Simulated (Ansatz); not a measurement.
Runs of Ansatz 0.2.0 on TaN. Symmetry: F-43m, No. 216, cubic system. The conventional cell has a = 4.982 Å, b = 4.982 Å, c = 4.982 Å, α = 90.00°, β = 90.00°, γ = 90.00°. Around Ta (site symmetry -43m) lie 4 N at 2.16 Å. Around N (site symmetry -43m) lie 4 Ta at 2.16 Å. The cell comes from a database or a generator and needn't be the stable form of this composition.

| task | level | U | cell | k mesh | cutoff (eV) | smearing | hubbard projectors | double counting | q mesh | points for each segment of the path | gap on the mesh (eV) | pressure (GPa) |
| --- | --- | --- | --- | --- | --- | --- | --- | --- | --- | --- | --- | --- |
| single point | r2SCAN+U | Ta d U = 5 eV | as given | 7 × 7 × 7 | 500 | gaussian 0.05 eV | ortho-atomic (the default) | fll (the default) | - | - | none | -23.6 |
| single point | r2SCAN+U | Ta d U = 3 eV | as given | 7 × 7 × 7 | 500 | gaussian 0.05 eV | ortho-atomic (the default) | fll (the default) | - | - | none | -27.3 |
| phonons | PBEsol | - | as given | 8 × 8 × 8 | 420 | fermi-dirac 0.05 eV | - | - | 2 × 2 × 2 | 8 | none | - |
| relaxation of cell and atoms | PBE | - | relaxed | 9 × 9 × 9 | 420 | fermi-dirac 0.05 eV | - | - | - | - | none | 0.0 |
| single point | PBE | - | as given | 9 × 9 × 9 | 420 | fermi-dirac 0.05 eV | - | - | - | - | none | (a) |

Alike in all rows: potentials or basis Ansatz PAW; no spin polarisation.

**Question.** Estimate the missing entries.

**Answer.** (a) -25.5.

Caveats: the PAW data sets come from PBE, with cores solved anew for the run's functional, which leaves a small shift of forces and pressure (some runs); U without spin polarisation on a metal has little footing (some runs); some modes are imaginary (some runs); the plane-wave basis is chosen anew once the cell has moved, so the energies of steps on either side of that aren't comparable (some runs); so large a pressure means that the cell lies far from this level's equilibrium, or that cutoff or potentials fall short (some runs).

A k mesh can miss the band edges, and the runs leave out spin-orbit coupling on Ta.

A gap of «none» marks a metal or a gap under the smearing width.

Not every run made on this cell is shown here.
